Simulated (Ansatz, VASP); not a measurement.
One calculation of Zr, two programs

Contents of INCAR:

```
SYSTEM = Zr
PREC = Accurate ; ENCUT = 520
EDIFF = 1E-8 ; ISMEAR = -1
SIGMA = 0.08 ; LREAL = .FALSE.
LASPH = .TRUE. ; NELM = 80
ALGO = Normal ; ISIF = 2
LWAVE = .FALSE. ; LCHARG = .FALSE.
GGA = PE ; LEFG = .TRUE.
NBANDS = 12
```

KPOINTS

```
regular mesh
0
G
  14 14 14
  0 0 0
```

Contents of POSCAR:

```
Zr
1.0
   -1.8100000000      1.8100000000      1.8100000000
    1.8100000000     -1.8100000000      1.8100000000
    1.8100000000      1.8100000000     -1.8100000000
Zr
1
Direct
    0.0000000000      0.0000000000      0.0000000000
```

Input for Ansatz:

```yaml
crystal:
  lattice:
    - [-1.81, 1.81, 1.81]
    - [1.81, -1.81, 1.81]
    - [1.81, 1.81, -1.81]
  atoms:
    - { symbol: Zr, position: [0.0, 0.0, 0.0] }
kpoints:
  mp_grid: { grid: [14, 14, 14] }
  band_path:
    path:
      - [0.0, 0.0, 0.0]
      - [0.5, -0.5, 0.5]
      - [0.0, 0.0, 0.5]
      - [0.0, 0.0, 0.0]
      - [0.25, 0.25, 0.25]
      - [0.5, -0.5, 0.5]
      - [0.25, 0.25, 0.25]
      - [0.0, 0.0, 0.5]
    npoints: 8
scf:
  occupations: { method: fermi_dirac, width: 0.08 }
hamiltonian:
  xc: pbe
  pseudopotentials: { kind: all_electron, datasets: crystal }
output:
  forces: true
  stress: true
  eigenvalues: true
  efg: { contact_densities: true }
```

Alike in both runs: task electric field gradients; functional PBE; k mesh 14 × 14 × 14; occupations fermi-dirac, width 0.08 eV; no spin polarisation.

|  | VASP | Ansatz |
| --- | --- | --- |
| version | VASP 6.6.1 | Ansatz 0.2.0 |
| potentials or method | VASP PAW PBE potentials, release 64 (Zr_sv) | all-electron PAW with datasets made for the crystal, scalar-relativistic |
| plane-wave cutoff (eV) | 520 | see its input |

```tsv
	VASP	Ansatz	Ansatz less VASP
pressure (GPa)	-3.0	-3.0	0.00
Vzz of the field gradient on the site that differs most (V/Å²)	0.0	0.0	0.00
```

Ansatz ran all-electron here, so the differences hold the error of VASP's frozen core and of both bases. Ansatz warned: «gradients_without_spin_orbit».
